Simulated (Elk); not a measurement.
The cell is COD entry 9008854, as deposited and not checked against the literature; nothing was relaxed.

A run on MnS: DFT, PBE, all-electron APW+lo, Dirac cores, scalar-relativistic bands (Elk 11.2.3 with local patches). The input:

```
tasks
  0
  110
  115
  15

xctype
  20

rgkmax
  8.0

gmaxvr
  16.0

lmaxapw
  10

lmaxo
  7

lmaxi
  1

nrmtscf
  2.0

nempty
  8

epspot
  1e-06

epsengy
  1e-05

maxscl
  120

hmaxvr
  6.0

lradstp
  4

swidth
  0.001

reducebf
  0.5

spinpol
  .true.

tforce
  .true.

sppath
  './'

avec
  0.00000000000 5.29123314895 5.29123314895
  5.29123314895 0.00000000000 5.29123314895
  5.29123314895 5.29123314895 0.00000000000

atoms
  2
  'Mn.in'
  1
  0.000000000000 0.000000000000 0.000000000000   0.000 0.000 -0.500
  'S.in'
  1
  0.750000000000 0.750000000000 0.750000000000   0.000 0.000 0.000

ngridk
  9 9 9
```

Sphere radii set in the species files: Mn 2.20, S 2.01 bohr.

Total energy and RMS change of the potential by loop (first and last loops):

```json
{"loop": "1", "E (Ha)": "-1558.311401", "RMS ΔV (Ha)": "–"}
{"loop": "2", "E (Ha)": "-1559.604363", "RMS ΔV (Ha)": "1.55e+00"}
{"loop": "3", "E (Ha)": "-1560.361047", "RMS ΔV (Ha)": "9.42e-01"}
{"loop": "4", "E (Ha)": "-1557.992175", "RMS ΔV (Ha)": "3.82e-01"}
{"loop": "5", "E (Ha)": "-1558.259332", "RMS ΔV (Ha)": "1.45e-01"}
{"loop": "12", "E (Ha)": "-1557.896934", "RMS ΔV (Ha)": "7.53e-04"}
{"loop": "13", "E (Ha)": "-1557.885849", "RMS ΔV (Ha)": "1.08e-04"}
{"loop": "14", "E (Ha)": "-1557.888494", "RMS ΔV (Ha)": "8.19e-05"}
{"loop": "15", "E (Ha)": "-1557.887489", "RMS ΔV (Ha)": "1.85e-05"}
{"loop": "16", "E (Ha)": "-1557.887556", "RMS ΔV (Ha)": "5.10e-06"}
{"loop": "17", "E (Ha)": "-1557.887555", "RMS ΔV (Ha)": "3.02e-06"}
{"loop": "18", "E (Ha)": "-1557.887568", "RMS ΔV (Ha)": "7.61e-07"}
{"loop": "19", "E (Ha)": "-1557.887575", "RMS ΔV (Ha)": "–"}
```

Messages:

```
Error(writeefg): lmaxi too small for calculating the EFG : 1
 Run the ground-state calculation again with lmaxi >= 2
```

Can this result be used?

In part. The ground state converged and stands; the field-gradient step (task 115) then stopped, since the gradient needs l = 2 in the inner part of the spheres and lmaxi = 1 leaves it out. lmaxi of 2 or more cures it.
